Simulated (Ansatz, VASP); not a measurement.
GaAs in VASP and in Ansatz

```
CELL_PARAMETERS angstrom
0.00000 2.82914 2.82914
2.82914 0.00000 2.82914
2.82914 2.82914 0.00000
ATOMIC_POSITIONS crystal
Ga 0.00000 0.00000 0.00000
As 0.25000 0.25000 0.25000
```

Alike in both runs: functional PBEsol; k mesh 12 × 12 × 12; occupations gaussian, width 0.02 eV; no spin polarisation.

Ansatz relaxed the structure, and its values are those at the end. VASP's run is a single point on that final structure, the one shown.

|  | VASP | Ansatz |
| --- | --- | --- |
| version | VASP 6.6.1 | Ansatz 0.2.0 |
| potentials or method | VASP PAW PBE potentials, release 64 (Ga_d, As) | scalar-relativistic, plane waves, PAW |
| plane-wave cutoff (eV) | 520 | 420 |
| valence electrons in the cell | 18 | 28 |

|  | VASP | Ansatz | Ansatz less VASP |
| --- | --- | --- | --- |
| gap on the k mesh at the Fermi level (eV) | 0.44 | 0.42 | -0.014 |
| least direct gap on the mesh (eV) | 0.44 | 0.42 | -0.014 |
| pressure (GPa) | 0.2 | 0.0 | -0.16 |

The functional is the same, so the differences come from potentials, cutoffs and numerics. The two sets of potentials don't hold the same shells in valence.

Caveats: the PAW data sets were made with another functional, which shifts forces and pressure a little (VASP). A hybrid or GW would open this gap; PBEsol tends to underestimate it. A k mesh can miss the band edges.
